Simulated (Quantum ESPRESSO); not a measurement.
Wanted: the native input for a Quantum ESPRESSO 7.5 run.

```yaml
Task: single point
Functional: PBE
Potentials_or_basis: GBRV 1.5 LDA
Cutoff: 612 eV
Density_cutoff: 4898 eV
k_mesh: 7 × 8 × 8
Occupations: methfessel-paxton, width 0.05 eV
Spin: no spin polarisation
Mixing_beta: 0.5
Most_SCF_iterations: 120
SCF_threshold: 4e-10 Ry
```

Crystal: Se.

```
Se
1.0
    -3.09337    0.49390   -3.26366
     0.26264   -2.43091   -3.03240
    -2.73977   -2.30857    0.14031
Se
2
Direct
  0.49790 0.50334 0.49275
  0.00210 0.99666 0.00725
```

This isn't the form of Se at room conditions, which is trigonal, of chains.

One way to write it, as run:

pw.in

```
&CONTROL
  calculation = 'scf'
  prefix = 'pwscf'
  outdir = './tmp'
  pseudo_dir = './pseudo'
  tprnfor = .true.
  tstress = .true.
  disk_io = 'nowf'
/
&SYSTEM
  ibrav = 0
  nat = 2
  ntyp = 1
  ecutwfc = 45
  ecutrho = 360
  nbnd = 12
  input_dft = 'pbe'
  occupations = 'smearing'
  smearing = 'mp'
  degauss = 0.00367493
/
&ELECTRONS
  conv_thr = 4d-10
  electron_maxstep = 120
  mixing_beta = 0.5
/
ATOMIC_SPECIES
Se    78.9710 se_lda_v1.uspp.F.UPF
CELL_PARAMETERS angstrom
  -3.0933685500    0.4939015200   -3.2636597400
   0.2626399400   -2.4309082600   -3.0323981600
  -2.7397731100   -2.3085744000    0.1403060800
ATOMIC_POSITIONS angstrom
Se    -2.7579933639   -2.1151945490   -3.0821519281
Se     0.2353824439   -2.4385042810   -3.0281221419
K_POINTS automatic
7 8 8 0 0 0
```

Potentials or basis: GBRV 1.5 LDA.

Launch:

```console
$ OMP_NUM_THREADS=1 pw.x -in pw.in > pw.out
```

It gave:

* Pressure: -4.3 GPa
* Largest force: 0.019 eV/Å
* Band gap on the k mesh: none (metal or under the smearing width)

Caveat: the potentials were made for another functional, which shifts forces and pressure.

Wall time 38 s on 1 thread of Intel(R) Xeon(R) 6975P-C (Granite Rapids), on a shared host, peak memory 0.25 GiB.
